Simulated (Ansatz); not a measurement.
# A series in volume scale on In

Results calculated with Ansatz 0.2.0, not measured. Plane-wave DFT, scalar-relativistic PAW made under PBE with cores redone for the functional, no dispersion; the given relaxed cell is scaled uniformly, energy at zero smearing counts from the unscaled cell, pressure at the given Fermi-Dirac smearing is positive in compression.

The cell before it is scaled or strained (space group P6_3/mmc, No. 194):
```
CELL_PARAMETERS angstrom
3.39510 0.00000 0.00000
-1.69750 2.94020 0.00000
0.00000 0.00000 11.02810
ATOMIC_POSITIONS crystal
In 0.00000 0.00000 0.00000
In 0.00000 0.00000 0.50000
In 0.33333 0.66667 0.25000
In 0.66667 0.33333 0.75000
```

Settings of every row: spin polarised no; functional PBE; wave cutoff 420 eV; smearing width 0.1 eV; k mesh 12x12x4.

Atom starting moment: 0 on all atoms.

Limits: the cell comes from a prototype or a list of computed structures and needn't be the stable phase.

```csv
row,volume scale,V (Å³/atom),pressure (GPa),energy change per atom (meV)
1,0.88,24.219,6.29,56.17
2,0.92,25.32,3.66,22.56
3,0.96,26.421,1.61,5.01
4,1.04,28.622,-1.23,4.81
5,1.08,29.723,?,?
6,1.12,30.824,-2.96,35.65
```

Question: what pressure and energy change per atom should row 5 give?

Worked fit of pressure. Take u = (V_r/V)^(2/3) − 1 with V_r = 26.421 Å³ an atom, which is twice the finite (Eulerian) strain; such expansions in the strain, on which the Birch-Murnaghan equation of state is built, carry the rest volume and the bulk modulus. The shown rows have u = 0.05973, 0.02878, 0, -0.05195, -0.09765. Least squares give pressure = 1.627 + 65.98 × u + 196.5 × u² GPa; a straight line predicts inner rows, each left out in turn, worse (root mean square 0.56 against 0.053 GPa). The rows lie off it by 0.02, -0.03, -0.02, 0.04, -0.02. The pressure vanishes at u = -0.0268, or V = 27.52 Å³ an atom, and there the bulk modulus at fixed shape and fractions is B = −V dP/dV = (2/3)(1 + u) dP/du = 36 GPa. Letting shape and atoms relax would as a rule lower it, by much in layered, chain or molecular crystals. The withheld row has u = -0.07551, so the fit gives 1.627 + 65.98 × (-0.07551) + 196.5 × (-0.07551)² = -2.23 GPa.

The calculation gave -2.21 GPa. The fit lies 0.02 GPa (0.22 % of the column's range) below it; its largest miss of a shown row is 0.04 GPa.

Worked fit of energy change per atom. Take u = (V_r/V)^(2/3) − 1 with V_r = 26.421 Å³ an atom, which is twice the finite (Eulerian) strain; such expansions in the strain, on which the Birch-Murnaghan equation of state is built, carry the rest volume and the bulk modulus. The shown rows have u = 0.05973, 0.02878, 0, -0.05195, -0.09765. Least squares give energy change per atom = 5.289 + 405.53 × u + 7367.9 × u² meV; a straight line predicts inner rows, each left out in turn, worse (root mean square 21 against 0.91 meV). The rows lie off it by 0.37, -0.50, -0.28, 0.70, -0.30 (root mean square 0.46 meV). The withheld row has u = -0.07551, so the fit gives 5.289 + 405.53 × (-0.07551) + 7367.9 × (-0.07551)² = 16.68 meV.

The calculation gave 17.26 meV. The fit lies 0.58 meV (3.4 % of the value, 1.1 % of the column's range) below it; its largest miss of a shown row is 0.70 meV.
